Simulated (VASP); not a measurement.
# SnO (P4/nmm) in VASP: a series of runs, part 2 of 2

VASP 6.6.1.

**4. Band structure, rev-vdW-DF2 (volume scaled by 0.8)**

run.py

```python
from ase.calculators.vasp import Vasp
from ase.dft.bandgap import bandgap
from ase.io import read

atoms = read('POSCAR')
calc = Vasp(
    directory='calc',
    xc='rev-vdw-df2',
    pp='PBE',
    setups='recommended',
    prec='Accurate',
    encut=520,
    ediff=1e-07,
    ismear=0,
    sigma=0.1,
    lreal=False,
    lasph=True,
    nelm=80,
    algo='Normal',
    isif=2,
    lwave=False,
    lcharg=True,
    kpts=[7, 7, 6],
    gamma=True,
)
atoms.calc = calc

print('energy (eV):', atoms.get_potential_energy())
print('free energy (eV):', atoms.get_potential_energy(force_consistent=True))
efermi = calc.get_fermi_level()
print('Fermi level (eV):', efermi)
path = atoms.cell.bandpath(npoints=40, eps=1e-4)
print('path:', path.path)
calc.set(kpts=path.kpts, reciprocal=True, icharg=11, isym=0, lcharg=False)
calc.calculate(atoms)
print('gap on the path (eV):', bandgap(calc, efermi=efermi)[0])
print('direct gap on the path (eV):', bandgap(calc, efermi=efermi, direct=True)[0])
```

POSCAR

```
SnO
1.0
    3.5403210296      0.0000000000      0.0000000000
    0.0000000000      3.5403210296      0.0000000000
    0.0000000000      0.0000000000      4.5366084408
Sn O
2 2
Direct
    0.5000000000      0.0000000000      0.7646261400
    0.0000000000      0.5000000000      0.2353738600
    0.0000000000      0.0000000000      0.0000000000
    0.5000000000      0.5000000000      0.0000000000
```

On the command line:

```console
$ python run.py
```

Run time: 4 min. Hardware: 1 thread of AMD EPYC, shared host; peak memory 0.35 GiB.

Results (log left out):

- Band gap along the path: none (metal or under the smearing width)

Levels at the corners of the path, in eV from the Fermi level:
```tsv
point	band 17	band 18	band 19	band 20	band 21	band 22	band 23	band 24
Γ	-5.17	-4.90	-4.90	0.04	2.60	3.93	4.80	4.80
X	-6.93	-6.93	-3.87	-3.87	3.46	3.46	6.18	6.19
M	-4.09	-4.09	-2.36	-2.36	-0.59	-0.59	4.06	4.06
Γ	-5.17	-4.90	-4.90	0.04	2.60	3.93	4.80	4.80
Z	-4.91	-4.91	-3.53	-2.61	1.26	2.56	2.56	3.73
R	-6.89	-6.89	-2.62	-2.62	2.65	2.65	5.69	5.69
A	-4.09	-4.09	-3.40	-3.40	1.83	1.83	4.39	4.39
Z	-4.91	-4.91	-3.53	-2.61	1.26	2.56	2.56	3.73
X	-6.93	-6.93	-3.87	-3.87	3.46	3.46	6.18	6.19
R	-6.89	-6.89	-2.62	-2.62	2.65	2.65	5.69	5.69
M	-4.09	-4.09	-2.36	-2.36	-0.59	-0.59	4.06	4.06
A	-4.09	-4.09	-3.40	-3.40	1.83	1.83	4.39	4.39
```

Caveat: the log is that of the step along the path at fixed density, whose energy, stress, charges and moments have no meaning; the PAW data sets were made with another functional, which shifts forces and pressure a little; spin-orbit coupling is left out, which moves the levels of the heavy elements.

**5. Phonons, LDA**

POSCAR

```
SnO
1.0
    3.8136952200      0.0000000000      0.0000000000
    0.0000000000      3.8136952200      0.0000000000
    0.0000000000      0.0000000000      4.8869133000
Sn O
2 2
Direct
    0.5000000000      0.0000000000      0.7646261400
    0.0000000000      0.5000000000      0.2353738600
    0.0000000000      0.0000000000      0.0000000000
    0.5000000000      0.5000000000      0.0000000000
```

INCAR.step1

```
  PREC = Accurate
  ENCUT = 600
  EDIFF = 1E-8
  ISMEAR = -1
  SIGMA = 0.05
  LREAL = F
  LASPH = T
  NELM = 60
  ALGO = Normal
  ISIF = 3
  LWAVE = F
  LCHARG = F
  IBRION = 2
  NSW = 40
  EDIFFG = -0.002
```

INCAR.step2

```
  PREC = Accurate
  ENCUT = 600
  EDIFF = 1E-8
  ISMEAR = -1
  SIGMA = 0.05
  LREAL = F
  LASPH = T
  NELM = 60
  ALGO = Normal
  ISIF = 2
  LWAVE = F
  LCHARG = F
  IBRION = 8
  NSW = 1
```

KPOINTS

```
Automatic mesh
0
Gamma
  5 5 5
```

Potentials or basis: VASP PAW LDA potentials, release 64 (Sn_d, O).

On the command line:

```console
$ cat potpaw_LDA.64/Sn_d/POTCAR potpaw_LDA.64/O/POTCAR > POTCAR
$ cp INCAR.step1 INCAR
$ mpirun -np 1 vasp_std > vasp.out
$ cp CONTCAR POSCAR
$ cp INCAR.step2 INCAR
$ mpirun -np 1 vasp_std > vasp.out
```

OUTCAR:

```text
PREC = Accurate
   ENCUT = 600
   EDIFF = 1E-8
   ISMEAR = -1
   LREAL = F
   LASPH = T
   NELM = 60
   ISIF = 2
   IBRION = 8
   NSW = 1

 ion  position               nearest neighbor table
   1  0.500  0.000  0.753-   3 2.21   4 2.21   4 2.21   3 2.21   2 3.52   2 3.52   2 3.52   2 3.52
                             2 3.55   2 3.55   2 3.55   2 3.55
   2  0.000  0.500  0.247-   3 2.21   4 2.21   3 2.21   4 2.21   1 3.52   1 3.52   1 3.52   1 3.52
                             1 3.55   1 3.55   1 3.55   1 3.55
   3  0.000  0.000  0.000-   1 2.21   2 2.21   2 2.21   1 2.21
   4  0.500  0.500  0.000-   1 2.21   2 2.21   1 2.21   2 2.21
[... 761 lines left out ...]
  4Z     0.000000    0.000000    3.556990    0.000000    0.000000    3.556990    0.000000    0.000000    0.273740    0.000000    0.000000   -7.387720

 Eigenvectors and eigenvalues of the dynamical matrix
 ----------------------------------------------------

   1 f  =   14.173075 THz    89.052055 2PiTHz  472.762884 cm-1    58.615101 meV
             X         Y         Z           dx          dy          dz
      1.885171  0.000000  3.498886     0.039442   -0.019243   -0.000000
      0.000000  1.885171  1.147595    -0.039442    0.019243   -0.000000
      0.000000  0.000000  0.000000    -0.634280   -0.309457   -0.000000
      1.885171  1.885171  0.000000     0.634280    0.309457    0.000000
[... 71 lines left out ...]
  12 f/i=    0.003349 THz     0.021043 2PiTHz    0.111716 cm-1     0.013851 meV
             X         Y         Z           dx          dy          dz
      1.885171  0.000000  3.498886     0.000000    0.000000    0.663860
      0.000000  1.885171  1.147595     0.000000    0.000000    0.663860
      0.000000  0.000000  0.000000     0.000000    0.000000    0.243494
      1.885171  1.885171  0.000000     0.000000    0.000000    0.243494

--------------------------------------------------------------------------------------------------------

 ELASTIC MODULI CONTR FROM IONIC RELAXATION (kBar)
 Direction    XX          YY          ZZ          XY          YZ          ZX
 --------------------------------------------------------------------------------
 XX        -667.5627    -54.9614   -548.6099      0.0000     -0.0000     -0.0000
 YY         -54.9614   -667.5627   -548.6099      0.0000     -0.0000     -0.0000
 ZZ        -548.6099   -548.6099   -833.1150      0.0000     -0.0000     -0.0000
 XY           0.0000      0.0000      0.0000      0.0000      0.0000      0.0000
 YZ          -0.0000     -0.0000     -0.0000      0.0000   -254.0654     -0.0000
 ZX          -0.0000     -0.0000     -0.0000      0.0000     -0.0000   -339.5773
 --------------------------------------------------------------------------------
```

Wall time 5.9 min (1 thread of Intel Xeon 6975P-C (Granite Rapids), shared host); peak memory 0.35 GiB.

Results:

| Quantity | Value |
| --- | --- |
| Relaxed volume | 16.51 Å³/atom |
| Relaxed cell | a = 3.770 Å, b = 3.770 Å, c = 4.646 Å, α = 90.00°, β = 90.00°, γ = 90.00° |
| Space group after relaxing (to 0.05 Å) | P4/nmm (No. 129) |
| Highest phonon frequency at Γ, LO-TO splitting left out | 473 cm⁻¹ |

Step by step:
```
step  energy change (eV)  largest force (eV/Å)  pressure (GPa)  volume (Å³)
   1              0.0000                0.1361           -3.02        71.08
   2             -0.0057                0.6957            2.41        67.68
   3             -0.0189                0.3045           -0.20        69.19
   4             -0.0258                0.1851           -0.15        68.58
   5             -0.0300                0.0149           -0.04        67.58
   6             -0.0352                0.0125           -0.03        67.08
   7             -0.0407                0.0108            0.08        66.03
   8             -0.0408                0.0116            0.10        65.87
   9             -0.0408                0.0113            0.10        65.91
  10             -0.0408                0.0219           -0.14        66.13
  11             -0.0408                0.0182           -0.06        66.05
  12             -0.0408                0.0276            0.08        66.06
  13             -0.0409                0.0009            0.00        66.05
```

Final structure:
```xyz
4
Lattice="3.7703 0.0000 0.0000 0.0000 3.7703 0.0000 0.0000 0.0000 4.6465" Properties=species:S:1:pos:R:3 pbc="T T T"
Sn    1.8852    0.0000    3.4989
Sn    0.0000    1.8852    1.1476
O     0.0000    0.0000    0.0000
O     1.8852    1.8852    0.0000
```

Phonon frequencies in cm⁻¹ (negative: imaginary):
| q point | frequencies |
| --- | --- |
| (0.000, 0.000, 0.000) | 0 0 0 119 119 211 279 279 361 370 473 473 |

**6. The reference run**

An earlier run on the cell as given: functional PBE; potentials or basis VASP PAW PBE potentials, release 64 (Sn_d, O); cutoff 520 eV; k mesh 7 × 7 × 6; occupations fermi-dirac, width 0.05 eV; no spin polarisation.

* Pressure: 3.8 GPa
* Largest force: 0.457 eV/Å
* Band gap on the k mesh: 0.38 eV, indirect (least direct gap 2.05 eV)

**7. The runs side by side**

```csv
task,level,potentials or basis,cell,k mesh,cutoff (eV),smearing,k mesh for the DOS,occupations for the DOS,gap on the mesh (eV),pressure (GPa),largest force (eV/Å)
density of states,LDA,"VASP PAW LDA potentials, release 64 (Sn_d, O_h)",as given,7 × 7 × 6,900,tetrahedron,-,-,0.44,-3.2,0.14
density of states,PBE+D3,"VASP PAW PBE potentials, release 64 (Sn_d, O)",as given,7 × 7 × 6,520,fermi-dirac 0.05 eV,11 × 11 × 9,tetrahedron,-,-,-
band structure,rev-vdW-DF2,"VASP PAW PBE potentials, release 64 (Sn_d, O)",volume scaled by 0.8,7 × 7 × 6,520,gaussian 0.1 eV,-,-,-,-,-
phonons,LDA,"VASP PAW LDA potentials, release 64 (Sn_d, O)",relaxed,5 × 5 × 5,600,fermi-dirac 0.05 eV,-,-,-,-,-
single point,PBE,"VASP PAW PBE potentials, release 64 (Sn_d, O)",as given,7 × 7 × 6,520,fermi-dirac 0.05 eV,-,-,0.38,3.8,0.46
```

Alike in all rows: no spin polarisation.

Caveats: spin-orbit coupling is left out, which moves the levels of the heavy elements (some runs); an odd mesh through Γ misses points on the zone boundary, where band edges often lie (some runs); the cutoff is under 1.25 times the usual one of these potentials, so pressure, stress and relaxed cells hold a basis-set (Pulay) error (some runs); the PAW data sets were made with another functional, which shifts forces and pressure a little (some runs).

Absolute energies hang on the potentials; compare differences alone.
